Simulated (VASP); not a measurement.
# Nb in VASP: a series of runs

Aim: see how the results for Nb move with the level of theory and the settings. Levels: RPBE+D4, PBE. Tasks: relaxation of the atoms, single point.

All numbers are computed with VASP 6.6.1; they aren't measurements. Logs are shortened: lines on timing, memory, paths and dates and some standing lists are left out, and cuts for length are marked.

### Step 1. The structure

The cell holds a slab with vacuum, 7 atoms: a = 3.328 Å, b = 3.328 Å, c = 24.984 Å, α = 90.00°, β = 90.00°, γ = 90.00°.

The slab is cut from a database's or a generator's crystal, which needn't be the stable form of the element.

### Step 2. Relaxation of the atoms, RPBE+D4

INCAR

```
PREC = Accurate
ENCUT = 520
EDIFF = 1E-6
ISMEAR = -1
SIGMA = 0.05
LREAL = False
LASPH = True
NELM = 100
ALGO = Normal
ISIF = 2
LWAVE = False
LCHARG = False
LDIPOL = True
IDIPOL = 3
DIPOL = 0.5 0.5 0.500
GGA = RP
IVDW = 13
IBRION = 2
NSW = 60
EDIFFG = -0.005
```

KPOINTS

```
regular mesh
0
Gamma
  6 6 1
```

POSCAR

```
Nb
1.0
    3.3279000000      0.0000000000      0.0000000000
    0.0000000000      3.3279000000      0.0000000000
    0.0000000000      0.0000000000     24.9837000000
Nb
7
Selective dynamics
Direct
    0.5000000000      0.5000000000      0.3001957276  F F F
    0.0000000000      0.0000000000      0.3667971517  F F F
    0.5000000000      0.5000000000      0.4333985759  F F F
    0.0000000000      0.0000000000      0.5000000000  T T T
    0.5000000000      0.5000000000      0.5666014241  T T T
    0.0000000000      0.0000000000      0.6332028483  T T T
    0.5000000000      0.5000000000      0.6998042724  T T T
```

Potentials or basis: VASP PAW PBE potentials, release 64 (Nb_sv).

Command:

```console
> cat potpaw_PBE.64/Nb_sv/POTCAR > POTCAR
> mpirun -np 1 vasp_std > vasp.out
```

OUTCAR:

```text
PREC = Accurate
   ENCUT = 520
   EDIFF = 1E-6
   ISMEAR = -1
   LREAL = False
   LASPH = True
   NELM = 100
   ISIF = 2
   GGA = RP
   IVDW = 13
   IBRION = 2
   NSW = 60
   EDIFFG = -0.005

 ion  position               nearest neighbor table
   1  0.500  0.500  0.300-   2 2.88   2 2.88   2 2.88   2 2.88
   2  0.000  0.000  0.367-   1 2.88   1 2.88   1 2.88   1 2.88   3 2.88   3 2.88   3 2.88   3 2.88

   3  0.500  0.500  0.433-   4 2.88   4 2.88   4 2.88   4 2.88   2 2.88   2 2.88   2 2.88   2 2.88

   4  0.000  0.000  0.500-   3 2.88   5 2.88   3 2.88   5 2.88   3 2.88   5 2.88   3 2.88   5 2.88

   5  0.500  0.500  0.567-   4 2.88   4 2.88   4 2.88   4 2.88   6 2.88   6 2.88   6 2.88   6 2.88

   6  0.000  0.000  0.633-   7 2.88   7 2.88   7 2.88   7 2.88   5 2.88   5 2.88   5 2.88   5 2.88

   7  0.500  0.500  0.700-   6 2.88   6 2.88   6 2.88   6 2.88

  LATTYP: Found a simple tetragonal cell.
 ALAT       =     3.3279000000
 C/A-ratio  =     7.5073469756

  Lattice vectors:

 A1 = (   3.3279000000,   0.0000000000,   0.0000000000)
 A2 = (   0.0000000000,   3.3279000000,   0.0000000000)
 A3 = (   0.0000000000,   0.0000000000,  24.9837000000)

Analysis of symmetry for initial positions (statically):
=====================================================================
 Subroutine PRICEL returns:
 Original cell was already a primitive cell.

 Routine SETGRP: Setting up the symmetry group for a
 simple tetragonal supercell.

 Subroutine GETGRP returns: Found 16 space group operations
 (whereof 16 operations were pure point group operations)
 out of a pool of 16 trial point group operations.

The static configuration has the point symmetry D_4h.

Analysis of symmetry for dynamics (positions and initial velocities):
=====================================================================
 Subroutine PRICEL returns:
 Original cell was already a primitive cell.

 Routine SETGRP: Setting up the symmetry group for a
 simple tetragonal supercell.

 Subroutine GETGRP returns: Found 16 space group operations
 (whereof 16 operations were pure point group operations)
 out of a pool of 16 trial point group operations.

The dynamic configuration has the point symmetry D_4h.

Analysis of constrained symmetry for selective dynamics:
=====================================================================
 Subroutine PRICEL returns:
 Original cell was already a primitive cell.

 Routine SETGRP: Setting up the symmetry group for a
 simple tetragonal supercell.

 Subroutine GETGRP returns: Found  8 space group operations
 (whereof  8 operations were pure point group operations)
 out of a pool of 16 trial point group operations.

The constrained configuration has the point symmetry C_4v.

 Subroutine INISYM returns: Found  8 space group operations
 (whereof  8 operations are pure point group operations),
 and found     1 'primitive' translations

----------------------------------------------------------------------------------------

                                     Primitive cell

  volume of cell :     276.6924

  direct lattice vectors                    reciprocal lattice vectors
     3.327900000  0.000000000  0.000000000     0.300489798  0.000000000  0.000000000
     0.000000000  3.327900000  0.000000000     0.000000000  0.300489798  0.000000000
     0.000000000  0.000000000 24.983700000     0.000000000  0.000000000  0.040026097

  length of vectors
     3.327900000  3.327900000 24.983700000     0.300489798  0.300489798  0.040026097

  position of ions in fractional coordinates (direct lattice)
     0.500000000  0.500000000  0.300195728
     0.000000000  0.000000000  0.366797152
     0.500000000  0.500000000  0.433398576
     0.000000000  0.000000000  0.500000000
     0.500000000  0.500000000  0.566601424
     0.000000000  0.000000000  0.633202848
     0.500000000  0.500000000  0.699804272

  ion indices of the primitive-cell ions
   primitive index   ion index
                 1           1
                 2           2
                 3           3
                 4           4
                 5           5
                 6           6
                 7           7

----------------------------------------------------------------------------------------

 KPOINTS: regular mesh

Automatic generation of k-mesh.
 Grid dimensions read from file:
 generate k-points for:    6    6    1

 Generating k-lattice:

  Cartesian coordinates                     Fractional coordinates (reciprocal lattice)
     0.050081633  0.000000000  0.000000000     0.166666667  0.000000000  0.000000000
     0.000000000  0.050081633  0.000000000     0.000000000  0.166666667  0.000000000
     0.000000000  0.000000000  0.040026097     0.000000000  0.000000000  1.000000000

  Length of vectors
     0.050081633  0.050081633  0.040026097

  Shift w.r.t. Gamma in fractional coordinates (k-lattice)
     0.000000000  0.000000000  0.000000000

 Subroutine IBZKPT returns following result:
 ===========================================

 Found     10 irreducible k-points:

 Following reciprocal coordinates:
            Coordinates               Weight
  0.000000  0.000000  0.000000      1.000000
  0.166667  0.000000  0.000000      4.000000
  0.333333  0.000000  0.000000      4.000000
  0.500000  0.000000  0.000000      2.000000
  0.166667  0.166667  0.000000      4.000000
  0.333333  0.166667  0.000000      8.000000
  0.500000  0.166667  0.000000      4.000000
  0.333333  0.333333  0.000000      4.000000
  0.500000  0.333333  0.000000      4.000000
  0.500000  0.500000  0.000000      1.000000
   k-points           NKPTS =     10   k-points in BZ     NKDIM =     10   number of bands    NBANDS=     54
   number of dos      NEDOS =    301   number of ions     NIONS =      7
   total plane-waves  NPLWV = 150528
   dimension x,y,z NGX =    28 NGY =   28 NGZ =  192
   dimension x,y,z NGXF=    56 NGYF=   56 NGZF=  384
   ions per type =               7
   NGX,Y,Z   is equivalent  to a cutoff of  13.99, 13.99, 12.78 a.u.
   NGXF,Y,Z  is equivalent  to a cutoff of  27.97, 27.97, 25.55 a.u.
 SYSTEM =  unknown system
   PREC   = accura    normal or accurate (medium, high low for compatibility)
   ISTART =      0    job   : 0-new  1-cont  2-samecut
   ICHARG =      2    charge: 1-file 2-atom 10-const
   ISPIN  =      1    spin polarized calculation?
   LNONCOLLINEAR =      F non collinear calculations
   LSORBIT =      F    spin-orbit coupling
   LASPH  =      T    aspherical Exc in radial PAW
   ENCUT  =  520.0 eV  38.22 Ry    6.18 a.u.   6.19  6.19 46.45*2*pi/ulx,y,z
   NELM   =    100;   NELMIN=  2; NELMDL= -5     # of ELM steps
   EDIFF  = 0.1E-05   stopping-criterion for ELM
   LREAL  =      F    real-space projection
   EDIFFG = -.5E-02   stopping-criterion for IOM
   NSW    =     60    number of steps for IOM
   IBRION =      2    ionic relax: 0-MD 1-quasi-New 2-CG
   NFREE  =      1    steps in history (QN), initial steepest desc. (CG)
   ISIF   =      2    stress and relaxation
   ISYM   =      2    0-nonsym 1-usesym 2-fastsym
   POTIM  = 0.5000    time-step for ionic-motion
   TEBEG  =    0.0;   TEEND  =   0.0 temperature during run
   PSTRESS=    0.0 pullay stress
   NELECT =      91.0000    total number of electrons
   NUPDOWN=      -1.0000    fix difference up-down
   EMIN   =  10.00;   EMAX   =-10.00  energy-range for DOS
   EFERMI =   0.00;   METHOD = LEGACY
   ISMEAR =    -1;   SIGMA  =   0.05  broadening in eV -4-tet -1-fermi 0-gaus
   EFERMI_NEDOS =   21; number of points for ismear=-14 and -15
   IALGO  =     38    algorithm
   IMIX   =      4    mixing-type and parameters
     AMIX     =   0.40;   BMIX     =  1.00
     AMIX_MAG =   1.60;   BMIX_MAG =  1.00
  volume/ion in A,a.u.               =      39.53       266.74
  Fermi-wavevector in a.u.,A,eV,Ry     =   1.130029  2.135445 17.374166  1.276965
  Thomas-Fermi vector in A             =   2.266724
   LORBIT       =      0    0 simple, 1 ext, 2 COOP (PROOUT), +10 PAW based schemes
   GGA     = RP    functional components
   LHFCALC =     F    Hartree Fock is set to
   AEXX    =    0.0000 exact exchange contribution
   IVDW    =    13    specifies the selected vdW correction
   LEPSILON=     F    determine dielectric tensor
   LRPA    =     F    only Hartree local field effects (RPA)
 conjugate gradient relaxation of ions
 non-spin polarized calculation
  energy-cutoff  :      520.00
  volume of cell :      276.69
 maximum number of plane-waves:      7496
 NGX is ok and might be reduce to    28
   NGX = 13   NGY = 13   NGZ = 93

--------------------------------------- Ionic step        1  -------------------------------------------

 number of electron      91.0000002 magnetization

 Free energy of the ion-electron system (eV)
  ---------------------------------------------------
  ext. energy  EPLUGINS =         0.00000000
  ---------------------------------------------------
  free energy    TOTEN  =       -64.65532552 eV

  energy without entropy =      -64.56909454  energy(sigma->0) =      -64.61221003

------------------------ aborting loop because EDIFF is reached ----------------------------------------

  DFT-D4 for vdW energy calculation

  Edisp (eV):   -3.32188
[... 120 lines left out ...]
  FREE ENERGIE OF THE ION-ELECTRON SYSTEM (eV)
  ---------------------------------------------------
  free  energy   TOTEN  =       -68.1155842177 eV

  energy  without entropy=      -68.0373864874  energy(sigma->0) =      -68.07648535

 vacuum level on the upper side and lower side of the slab       (xc-potential included)        -0.081         0.067

 dipolmoment           0.000000      0.000000      0.013795 electrons x Angstroem

[... ionic steps 4 to 12 ...]

--------------------------------------- Ionic step       13  -------------------------------------------

 number of electron      91.0000001 magnetization

------------------------ aborting loop because EDIFF is reached ----------------------------------------
[... 85 lines left out ...]
--------------------------------------- Ionic step       15  -------------------------------------------

 number of electron      91.0000000 magnetization

 dipolmoment           0.000000      0.000000     -0.009602 electrons x Angstroem

 Free energy of the ion-electron system (eV)
  ---------------------------------------------------
  ext. energy  EPLUGINS =         0.00000000
  ---------------------------------------------------
  free energy    TOTEN  =       -64.77538706 eV

  energy without entropy =      -64.69770532  energy(sigma->0) =      -64.73654619

 E-fermi :   3.4614     XC(G=0):  -6.6242

 val. band max:        3.4325971622   @ k =   0.1667   0.0000   0.0000
 cond. band min:       3.4802537653   @ k =   0.5000   0.3333   0.0000
 fundamental gap:      0.0476566031
 Fermi energy:         3.4614241065

 k-point     1 :       0.0000    0.0000    0.0000
  band No.  band energies     occupation
      1     -51.7116      2.00000
      2     -51.5066      2.00000
      3     -51.0362      2.00000
      4     -50.9815      2.00000
      5     -50.8395      2.00000
      6     -50.7202      2.00000
[... 559 lines left out ...]
     53       6.1578      0.00000
     54       6.5741      0.00000

------------------------ aborting loop because EDIFF is reached ----------------------------------------

 vacuum level on the upper side and lower side of the slab       (xc-potential included)        -0.223        -0.092

  DFT-D4 for vdW energy calculation

  Edisp (eV):   -3.37720

  FORCE on cell =-STRESS in cart. coord.  units (eV):
  Direction    XX          YY          ZZ          XY          YZ          ZX
  --------------------------------------------------------------------------------------
  -------------------------------------------------------------------------------------
  Total      -5.86326    -5.86326    -2.97180     0.00000     0.00000     0.00000
  in kB     -33.95100   -33.95100   -17.20808     0.00000     0.00000     0.00000
  external pressure =      -28.37 kB  Pullay stress =        0.00 kB
[... 22 lines left out ...]
  FREE ENERGIE OF THE ION-ELECTRON SYSTEM (eV)
  ---------------------------------------------------
  free  energy   TOTEN  =       -68.1525908629 eV

  energy  without entropy=      -68.0749091245  energy(sigma->0) =      -68.11374999

 reached required accuracy - stopping structural energy minimisation

 vacuum level on the upper side and lower side of the slab         6.708         6.844
```

Run time: 27 min. Hardware: 1 thread of Intel Xeon 6975P-C (Granite Rapids), shared host; peak memory 0.48 GiB.

What came out:

- Free energy: -68.1526 eV
- Energy gained by relaxing: 25.1 meV/atom
- Ionic steps: 15
- Band gap on the k mesh: none (metal or under the smearing width)
- Dispersion energy per atom: -0.482 eV

The path:
| step | energy change (eV) | largest force (eV/Å) | pressure (GPa) |
| --- | --- | --- | --- |
| 1 | 0.0000 | 1.3020 | -4.71 |
| 2 | -0.0962 | 1.2854 | -4.35 |
| 3 | -0.1384 | 1.2732 | -3.80 |
| 4 | -0.1387 | 1.2745 | -3.85 |
| 5 | -0.1482 | 1.2795 | -3.73 |
| 6 | -0.1530 | 1.2857 | -3.57 |
| 7 | -0.1576 | 1.2877 | -3.50 |
| 8 | -0.1682 | 1.2937 | -3.29 |
| 9 | -0.1730 | 1.3059 | -2.83 |
| 10 | -0.1740 | 1.3016 | -2.97 |
| 11 | -0.1720 | 1.2882 | -2.67 |
| 12 | -0.1753 | 1.2978 | -2.86 |
| 13 | -0.1754 | 1.2985 | -2.82 |
| 14 | -0.1754 | 1.2979 | -2.84 |
| 15 | -0.1754 | 1.2984 | -2.84 |

Final structure:
```xyz
7
Lattice="3.3279 0.0000 0.0000 0.0000 3.3279 0.0000 0.0000 0.0000 24.9837" Properties=species:S:1:pos:R:3 pbc="T T T"
Nb    1.6640    1.6640    7.5000
Nb    0.0000    0.0000    9.1640
Nb    1.6640    1.6640   10.8279
Nb    0.0000    0.0000   12.4610
Nb    1.6640    1.6640   14.1074
Nb    0.0000    0.0000   15.7607
Nb    1.6640    1.6640   17.1977
```

Caveat: the PAW data sets were made with another functional, which shifts forces and pressure a little.

### Step 3. Single point, PBE

INCAR

```
SYSTEM = Nb
PREC = Accurate
ENCUT = 600
EDIFF = 1E-7
ISMEAR = -1
SIGMA = 0.05
LREAL = .False.
LASPH = .True.
NELM = 100
ALGO = Normal
ISIF = 2
LWAVE = .False.
LCHARG = .False.
LDIPOL = .True.
IDIPOL = 3
DIPOL = 0.5 0.5 0.500
GGA = PE
```

KPOINTS

```
Automatic mesh
0
Gamma
  6 6 1
  0 0 0
```

POSCAR

```
Nb
1.0
    3.3279000000      0.0000000000      0.0000000000
    0.0000000000      3.3279000000      0.0000000000
    0.0000000000      0.0000000000     24.9837000000
Nb
7
Direct
    0.5000000000      0.5000000000      0.3001957276
    0.0000000000      0.0000000000      0.3667971517
    0.5000000000      0.5000000000      0.4333985759
    0.0000000000      0.0000000000      0.5000000000
    0.5000000000      0.5000000000      0.5666014241
    0.0000000000      0.0000000000      0.6332028483
    0.5000000000      0.5000000000      0.6998042724
```

Potentials or basis: VASP PAW PBE potentials, release 64 (Nb_sv).

Command:

```console
> cat potpaw_PBE.64/Nb_sv/POTCAR > POTCAR
> mpirun -np 1 vasp_std > vasp.out
```

Run time: 12 min. Hardware: 1 thread of Intel Xeon Platinum 8259CL at 2.50GHz (Skylake/Cascade Lake), shared host; peak memory 0.45 GiB.

Results (log left out):

```yaml
Free_energy: -67.9619 eV
Largest_force: 1.324 eV/Å
Band_gap_on_the_k_mesh: none (metal or under the smearing width)
```

Forces in eV/Å, atoms in the order of the input:
```
Nb   0.000  0.000  1.324
Nb   0.000  0.000 -0.877
Nb   0.000  0.000 -0.411
Nb   0.000  0.000  0.000
Nb   0.000  0.000  0.411
Nb   0.000  0.000  0.877
Nb   0.000  0.000 -1.324
```

Levels at points of the mesh, in eV from the Fermi level:
```csv
k point,band 42,band 43,band 44,band 45,band 46,band 47,band 48,band 49
"(0.00, 0.00, 0.00)",0.07,0.15,0.15,0.19,0.19,0.34,0.34,0.36
"(0.50, 0.00, 0.00)",-0.72,-0.70,-0.07,-0.02,0.07,0.22,0.40,0.75
"(0.50, 0.50, 0.00)",-1.11,-1.11,-0.28,-0.28,0.85,0.85,2.07,2.08
```
